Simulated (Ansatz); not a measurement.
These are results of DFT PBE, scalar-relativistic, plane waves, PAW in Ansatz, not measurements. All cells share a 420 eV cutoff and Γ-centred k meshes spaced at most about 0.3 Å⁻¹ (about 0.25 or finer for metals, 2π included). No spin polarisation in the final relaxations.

These are static total energies at zero pressure.

Compare these two cells of InP, each relaxed at this level.

A.

```
CELL_PARAMETERS angstrom
3.88918 0.00000 0.00000
0.00000 3.88918 0.00000
0.00000 0.00000 2.88124
ATOMIC_POSITIONS crystal
In 0.50000 0.50000 0.50000
P 0.00000 0.00000 0.50000
```

B.

```
CELL_PARAMETERS angstrom
3.95736 0.00000 0.00000
-1.97868 3.42718 0.00000
0.00000 0.00000 6.48144
ATOMIC_POSITIONS crystal
In 0.33333 0.66667 0.25000
In 0.66667 0.33333 0.75000
P 0.00000 0.00000 0.00000
P 0.00000 0.00000 0.50000
```

Question: Which would you expect to be lower, and how large is the difference?

Answer: B is lower, by 125 meV/atom. A has space group P4/mmm (No. 123), 21.8 Å³/atom and no gap on its mesh; B has the anti-nickel arsenide type, space group P6_3/mmc (No. 194), 22.0 Å³/atom and no gap. Counting P atoms around In (those within 1.25 times the shortest such distance or 1.15 times the sum of covalent radii), A has In 4 and B has In 6. Even the lower one lies +0.11 eV/atom against the reference forms of the elements (uncorrected), so neither is stable at this level. Both come from invented guesses. The part of the Crystallography Open Database at hand lists InP in space groups No. 216, 225; no cell shown has one of them.

Cells relaxed within their symmetry can be saddle points.
